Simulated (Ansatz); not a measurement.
# CuO (Tenorite) in Ansatz: the effect of functional

Crystal: CuO (Tenorite).

```
Cu O
1.0
     2.32613   -1.69981    0.00000
     2.32613    1.69981    0.00000
    -0.84432    0.00000    5.02392
Cu O
2 2
Direct
  0.50000 0.00000 0.50000
  0.00000 0.50000 0.00000
  0.41840 0.58160 0.75000
  0.58160 0.41840 0.25000
```

The cell isn't the ideal one: volume scaled by 0.98.

Alike in all runs:

```yaml
Program: Ansatz 0.2.0
Task: single point
Potentials_or_basis: Ansatz PAW
k_mesh: 10 × 10 × 5
Occupations: fermi-dirac, width 0.05 eV
Spin: no spin polarisation
```

Question: One run gave: pressure 2.5 GPa; largest force 0.22 eV/Å. Which functional did it use?
A. LDA
B. r2SCAN
C. PBE

Answer: B.

```csv
functional,cutoff,pressure (GPa),largest force (eV/Å)
LDA,420 eV (not typed: the program's choice for these potentials),-6.2,0.41
r2SCAN,500 eV (not typed: the program's choice for these potentials),2.5,0.22
PBE,420 eV (not typed: the program's choice for these potentials),9.7,0.20
```

Caveats: the run has no spin polarisation, though such a crystal can be magnetic; the PAW data sets come from PBE, with cores solved anew for the run's functional, which leaves a small shift of forces and pressure (some runs).
